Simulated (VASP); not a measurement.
Runs of VASP 6.6.1 on CdS. It takes space group Fm-3m (No. 225, cubic). Conventional cell: a = 5.506 Å, b = 5.506 Å, c = 5.506 Å, α = 90.00°, β = 90.00°, γ = 90.00°. Cd (site symmetry m-3m) is surrounded by 6 S at 2.75 Å. Around S (site symmetry m-3m) lie 6 Cd at 2.75 Å. Measurements of this composition are mostly on another form, of space group No. 186.

```csv
cell,gap on the mesh (eV),pressure (GPa)
volume scaled by 0.98,0.26,1.5
as given,0.26,-0.1
volume scaled by 1.04,0.25,(a)
volume scaled by 1.02,0.26,(b)
```

Alike in all rows: task single point; level PBE; potentials or basis VASP PAW PBE potentials, release 64 (Cd, S); no spin polarisation; k mesh 8 × 8 × 8; cutoff (eV) 520; smearing fermi-dirac 0.05 eV.

Fill in the values left out.

(a) -2.6; (b) -1.4.

A k mesh can miss the band edges, and the runs leave out spin-orbit coupling on Cd.
